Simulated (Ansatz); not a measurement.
Relaxed CsI (CsCl type):

```
CELL_PARAMETERS angstrom
      9.01499     0.00000     0.00000
      0.00000     4.50750     0.00000
      0.00000     0.00000     4.50750
ATOMIC_POSITIONS crystal
  Cs 0.00000 0.00000 0.00000
  Cs 0.50000 0.00000 0.00000
  I  0.25000 0.50000 0.50000
  I  0.75000 0.50000 0.50000
```

In this cell atom 3 (I, nearest neighbour Cs at 3.904 Å; its periodic images, 4.5 Å or more away, move with it) is moved by s along Cartesian x, unit vector (1.000, 0.000, 0.000); all other atoms and the cell stay fixed.

All values below come from PBEsol (plane waves to 420 eV, PAW, scalar-relativistic; Ansatz, a program for electronic structure). k mesh 3×6×6 (Γ-centred), Fermi-Dirac smearing 0.05 eV. E stands for the smeared free energy. CsI was relaxed with its symmetry unable to fall. Spin-orbit coupling is left out, though I is heavy. ΔE is measured from the undisplaced structure.

Successive frames, forces in eV/Å:

```csv
frame,ΔE (meV/cell),F on Cs1,F on Cs2,F on I3,F on I4
s = 0.624 Å,296,"(0.073, 0.000, 0.000)","(0.436, 0.000, 0.000)","(-0.987, 0.000, 0.000)","(0.477, 0.000, 0.000)"
s = 0.468 Å,164,"(0.084, 0.000, 0.000)","(0.298, 0.000, 0.000)","(-0.715, 0.000, 0.000)","(0.332, 0.000, 0.000)"
s = 0.312 Å,72,"(0.078, 0.000, 0.000)","(0.176, 0.000, 0.000)","(-0.465, 0.000, 0.000)","(0.211, 0.000, 0.000)"
```

Task: What are the energy and the forces in the next frame, s = 0.156 Å?

Result: ΔE (meV/cell) = 18.

```json
[
 {"atom": "Cs1", "Fx": "0.051", "Fy": "0.000", "Fz": "0.000"},
 {"atom": "Cs2", "Fx": "0.076", "Fy": "0.000", "Fz": "0.000"},
 {"atom": "I3", "Fx": "-0.229", "Fy": "0.000", "Fz": "0.000"},
 {"atom": "I4", "Fx": "0.102", "Fy": "0.000", "Fz": "0.000"}
]
```

(A displaced cell: forces are minus the slopes of the energy, force constants its curvatures, and phonons follow from these.)
